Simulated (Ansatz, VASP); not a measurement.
One calculation of Te, two programs

Contents of INCAR:

```
PREC     = Accurate       # precision mode
ENCUT    = 600            # plane-wave cutoff, eV
EDIFF    = 1E-6           # SCF threshold, eV
ISMEAR   = -1             # smearing method
SIGMA    = 0.08           # smearing width, eV
LREAL    = F              # projectors in reciprocal space
LASPH    = T              # aspherical terms in the spheres
NELM     = 100            # most SCF steps
ALGO     = Normal         # electronic algorithm
ISIF     = 3              # what is computed and relaxed
LWAVE    = F              # write WAVECAR
LCHARG   = F              # write CHGCAR
GGA      = PS             # functional
IBRION   = 2              # ionic algorithm
NSW      = 60             # ionic steps
EDIFFG   = -0.005         # ionic threshold
```

File KPOINTS:

```
Automatic mesh
0
Gamma
  13 13 13
```

File POSCAR:

```
Te
1.0
    3.1521527235      0.0000000000      0.0000000000
    0.0000000000      3.1521527235      0.0000000000
    0.0000000000      0.0000000000      3.1521527235
Te
1
Direct
    0.0000000000      0.0000000000      0.0000000000
```

Input for Ansatz:

```yaml
crystal:
  lattice:
    - [3.1521527235, 0.0, 0.0]
    - [0.0, 3.1521527235, 0.0]
    - [0.0, 0.0, 3.1521527235]
  atoms:
    - { symbol: Te, position: [0.0, 0.0, 0.0] }
kpoints:
  mp_grid: { grid: [13, 13, 13] }
scf:
  occupations: { method: fermi_dirac, width: 0.08 }
hamiltonian:
  xc: pbesol
  pseudopotentials: { kind: paw }
output:
  forces: true
  stress: true
relax:
  f_tol: 0.005
  max_steps: 40
  cell: {}
```

Alike in both runs: task relaxation of cell and atoms; functional PBEsol; k mesh 13 × 13 × 13; occupations fermi-dirac, width 0.08 eV; no spin polarisation.

|  | VASP | Ansatz |
| --- | --- | --- |
| version | VASP 6.6.1 | Ansatz 0.2.0 |
| potentials or method | VASP PAW PBE potentials, release 64 (Te) | PAW with Ansatz's default frozen-core files, scalar-relativistic |
| plane-wave cutoff (eV) | 600 | 420 |
| valence electrons in the cell | 6 | 16 |

```csv
,VASP,Ansatz,Ansatz less VASP
relaxed volume (Å³/atom),31.28,31.26,-0.023
relaxed cell length with the largest relative difference (Å),3.151,3.150,-0.0008
```

The two sets of potentials don't hold the same shells in valence.

Caveats: the PAW data sets were made with another functional, which shifts forces and pressure a little (VASP). The runs have no spin-orbit coupling, so splittings on Te are missing.
